## One s electron, whatever the atom began with

Ruthenium looks wrong in this table. Cobalt, nickel and iridium each keep almost exactly one electron in the outer s shell, and titanium is not far below, but ruthenium has only 0.80. Its free atom is odd too. The usual ground configuration is 4d⁷5s¹, with a single s electron, while the free atoms of the other four metals have two.

Five hexagonal metals (space group P6_3/mmc, two atoms per cell), computed with Ansatz 0.2.0 (all-electron LAPW, PBE, scalar-relativistic) in fixed cells, with Fermi-Dirac smearing of 0.03 to 0.08 eV and k meshes from 13×13×7 to 17×17×9. Cobalt and nickel start with parallel spins. Electron counts are Löwdin populations on the free atom's shells, without empty p shells.

| element | Z | group | period | cell | volume (Å³/atom) | shortest distance from M (Å) | outer s electrons on M (e) | outer d electrons on M (e) | net moment of the cell (none: run without spin) (muB) |
| --- | --- | --- | --- | --- | --- | --- | --- | --- | --- |
| Ti | 22 | 4 | 4 | measured cell (COD) | 17.66 | 2.90 | 0.91 | 3.00 | none |
| Co | 27 | 9 | 4 | relaxed with PAW | 10.87 | 2.48 | 0.98 | 7.82 | 3.25 |
| Ni | 28 | 10 | 4 | relaxed with PAW | 10.93 | 2.48 | 0.99 | 8.81 | 1.31 |
| Ru | 44 | 8 | 5 | measured cell (COD) | 13.57 | 2.65 | 0.80 | 7.17 | none |
| Ir | 77 | 9 | 6 | relaxed with PAW | 14.56 | 2.73 | 0.98 | 7.84 | none |

Set against their own free atoms, the rows change places. Titanium, cobalt, nickel and iridium each lose about one s electron when the metal forms, and ruthenium loses only 0.20. So the row with the lowest s population is also the row that has changed least. Five metals that start from two different s counts end within 0.2 electron of one another, and this common end point is what needs a cause.

The populations come from projecting the occupied states of the crystal onto the shells of the free atom. They say how much of the electron density looks like an outer s or an outer d orbital. Orbitals on neighbouring atoms overlap, so the division depends on the projection, and differences of a few hundredths of an electron should not be interpreted. Cobalt and iridium, which share a group, are equal at that level.

### Why the s shell stops near one

In a free atom the outer s level is sharp, and a second electron can join the first there. The two repel each other, but only moderately, because the orbital is wide. The alternative is a place in the d shell. In titanium, cobalt and nickel that shell is compact, so an extra electron there is strongly repelled by those already present. The second s electron is therefore the cheaper choice in these atoms, though only just in nickel, and the d shell is left with room.

In the metal the s level is no longer sharp. Outer s orbitals reach far beyond the atom and overlap strongly with those of the neighbours, so the single level spreads into a broad band. The lower part of this band is bonding, because the electron waves build up density between the atoms. The upper part is antibonding and high in energy.

The calculation gives a measure of this spread. The lowest valence level, which is mainly s in character, lies 6.1 eV below the Fermi level in titanium, 8.0 eV in ruthenium and 9.0 eV in cobalt. The first s electron of each atom thus finds deep, bonding states, and the metal has every reason to keep it. A second one would have to fill the band towards its antibonding top, while d states stand open at much lower energy.

The second s electron therefore moves into the d band. The repulsion that kept it out of the d shell in the free atom is still there, but the metal now offers a better bargain: an expensive s state is avoided and, as long as the d band isn't too full, d bonding is gained. This argument is standard band theory. The table shows its outcome, a transfer of 0.8 to 1.0 electron into the d shell in the four metals whose atoms start with two s electrons.

### Two connected tanks

What happens when electrons are added can be pictured with two tanks joined by a pipe. The s tank is tall and narrow: one orbital per atom, spread over many electronvolts. The d tank is wide: five orbitals per atom, packed into a smaller range of energy. The common liquid level is the Fermi level, and it lies within the height of the d tank.

Liquid poured into such a pair goes almost entirely into the wide tank. Titanium and nickel belong to the same period, and nickel has six more valence electrons. The d population takes 5.81 of them and the s population 0.08. One reason why the s shell stays near one is that it has few states near the Fermi level with which to respond.

The picture needs one correction, since these tanks don't stand still. As the nuclear charge grows along a period, the d level sinks and makes room for the added electrons. If too many gather in the d shell, their mutual repulsion lifts the level again and sends some back. The s band changes as well: the atoms of cobalt sit closer together than those of titanium, so the band is broader. A greater depth below the Fermi level therefore doesn't mean more s electrons.

### The count in one line

The argument leads to an estimate that needs only the periodic table. The group number of a transition metal is its number of valence electrons. If one of them stays in the broad s band, the d shell has the rest:

d electrons per atom ≈ group number − 1

For nickel, in group 10, this gives 10 − 1 = 9, and the calculation gives 8.81. The estimate is about 2 % too high. The "one" in the rule is the rounded s population seen in this same table, so the agreement is a summary of the rows and not an independent test. Over the five metals the largest deviation is 0.19 electron.

The rule is too high for cobalt, nickel and iridium, and the reason is instructive. Their s populations are almost exactly one, as assumed, but s and d together fall short of the valence count by about 0.2 electron. This charge has not gone to another atom, because all atoms in these crystals are equivalent. Its natural home is the outer p shell, which mixes with s in the metal but is not among the shells used for the projection. With p shells in the set, some of the charge now counted as s would probably be assigned to them too. The "one" is therefore best read as roughly one electron in the broad band that s and p form together.

For practical use, the starting point for a pure metal's d filling is the group number less one, not the configuration printed for the free atom. The free-atom d count is too low by 0.8 to 1.0 electron in four of these metals. It comes close only for ruthenium, whose atom already has the arrangement that the metal prefers.

### Ruthenium again

Ruthenium deviates from the rule in the other direction. It has 7.17 d electrons where the rule gives 7, and its s population is correspondingly low. Part of this may come from the projection: s and d together miss only 0.03 electron of the valence count in ruthenium, against about 0.2 in cobalt, nickel and iridium. Its d shell may thus be credited with charge that stays unassigned in those metals. The free atom points to a physical cause as well. The 4d shell is roomier than the 3d shell, so its electrons repel one another less, and the d level competes better with the outer s level. The same preference that leaves the free atom with one s electron would draw a little more charge into the d band of the metal.

Iridium, one period further down, is back at an s population of 0.98. Relativity offers a reason. Near a heavy nucleus the s electrons move fast enough to be bound more tightly, and by shielding the nucleus better they push the d level up. Both shifts favour 6s over 5d. The calculation includes this effect, though not spin-orbit coupling, which matters for the 5d bands of iridium.

How much of the difference of 0.18 electron between the two metals comes from relativity is a guess. They also differ in group and in the orbitals used for the projection. Moreover, ruthenium was computed in its measured cell, which this functional finds compressed by about 4.5 GPa, while the iridium cell was relaxed. That cell is itself hypothetical, since real iridium is face-centred cubic.

### Where one more electron goes

Cobalt and nickel allow a closer look, because their magnetism separates the d states by spin. In cobalt the ten lowest valence bands of the majority spin lie entirely below the Fermi level; the highest of them ends 0.5 eV beneath it. The corresponding minority bands reach 1.4 eV above it. These bands are mostly but not purely d, since the lowest begins as the s band. At the centre of the Brillouin zone most of the d levels come in pairs: all four pairs of the majority spin are filled, while one of the four minority pairs is empty. In the language of the tanks, the wide majority tank is practically full and the wide minority tank still has room.

Nickel, computed here in a hypothetical hexagonal form because the real metal is face-centred cubic, has one more electron per atom than cobalt. The calculation puts 0.99 of it into the minority spin and 0.01 into the majority spin. Majority states of s and p character do exist at the Fermi level, but they are few, and they take up almost nothing. This is the behaviour that the picture of a narrow and a wide tank leads one to expect.

The moment is the same count read another way, as the difference between the two spins. An extra minority electron cancels one majority electron, so the moment per atom falls by about one Bohr magneton from cobalt to nickel. The table lists the moment of the whole cell, which holds two atoms; halved, it is 1.62 for cobalt and 0.65 for nickel, a fall of 0.97. Titanium, ruthenium and iridium were computed without spin, so their lack of a moment is an assumption of the calculation and not a result.

The moment is not, however, a count of the empty places in the d shell. Cobalt has 10 − 7.82 = 2.18 such places per atom, about half an electron more than its moment, and nickel shows nearly the same excess. Because d orbitals mix with s and p, some d character is carried up into empty states of both spins. Cobalt shows one such state at the centre of the zone, more than 6 eV above the Fermi level. Its energy differs by 1.0 eV between the spins, a sign of d character, while the bottom of the s band hardly differs at all. These contributions add in the count of empty places but largely cancel in the moment. The projection also affects the excess, so the half electron should be read as a rough size.

### A series without an open d band

The role of the d shell becomes clear beside magnesium and zinc, two metals with the same kind of hexagonal packing. Each has two valence electrons and no partly filled d band: in magnesium the d states lie too high, and in zinc they are full and lie well below the Fermi level. The second electron can't escape into a wide d tank. It has to share the broad band formed by s and p, and the bonding depends on how these two mix.

For a neighbouring metal, then, the first question is whether the Fermi level lies inside a d band. If it does, the s shell should hold about one electron, perhaps somewhat less in a 4d metal, as in ruthenium, and the d shell nearly all the others. Rhenium, a hexagonal metal of group 7, should accordingly have about six d electrons, although its free atom has five. The free atom's configuration tells how far the charge must move when the metal forms, and much less about where it ends.
